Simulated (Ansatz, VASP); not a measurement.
## One calculation of WC, two programs

```
W C
1.0
     2.90050    0.00000    0.00000
    -1.45025    2.51191    0.00000
     0.00000    0.00000    2.80071
W C
1 1
Cartesian
  0.0000 0.0000 0.0000
  1.4503 0.8373 1.4004
```

Change from the starting cell: zz strain of -1 %.

Alike in both runs: task single point; functional PBE; k mesh 13 × 13 × 12; occupations fermi-dirac, width 0.05 eV; no spin polarisation.

```csv
,VASP,Ansatz
version,VASP 6.6.1,Ansatz 0.2.0
potentials or method,"VASP PAW PBE potentials, release 64 (W_sv, C), cutoff 520 eV","all-electron LAPW, scalar-relativistic"
```

```tsv
	VASP	Ansatz	Ansatz less VASP
pressure (GPa)	14.4	13.2	-1.17
largest component of the traceless stress (GPa)	5.93	5.68	-0.244
```

Ansatz ran all-electron here, so the differences hold the error of VASP's frozen core and of both bases.

The runs have no spin-orbit coupling, so splittings on W are missing.
